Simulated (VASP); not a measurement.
Si: equation of state with PBE

The system is Si.

```
CELL_PARAMETERS angstrom
0.00000 2.65990 4.64324
2.42227 0.00000 4.64324
2.42227 2.65990 0.00000
ATOMIC_POSITIONS crystal
Si 0.22023 0.22023 0.77977
Si 0.77977 0.77977 0.22023
Si 0.27261 0.72739 0.27261
Si 0.72739 0.27261 0.72739
```

This isn't the form of Si at room conditions, which is diamond.

```json
{
  "Program": "VASP 6.6.1",
  "Task": "equation of state",
  "Functional": "PBE",
  "Potentials or basis": "VASP PAW PBE potentials, release 64 (Si)",
  "Cutoff": "520 eV",
  "k mesh": "8 × 8 × 8",
  "Occupations": "fermi-dirac, width 0.05 eV",
  "Spin": "no spin polarisation"
}
```

- Equilibrium volume: 15.41 Å³/atom
- Bulk modulus at fixed shape and positions: 106 GPa
- Pressure derivative of the bulk modulus: 4.5

Energy against volume, from the lowest point:
```
volume (Å³/atom)  energy (meV/atom)
          14.061              45.38
          14.360              26.20
          14.659              12.61
          14.958               4.05
          15.257               0.00
          15.557               0.01
          15.856               3.66
```

All runs of the series together: 8 min on 1 thread of Intel(R) Xeon(R) Platinum 8488C (Sapphire Rapids), on a shared host.

Caveat: the cell was scaled at fixed shape and fractional positions, which overstates the stiffness of a crystal with free parameters, most of all of layers and chains.
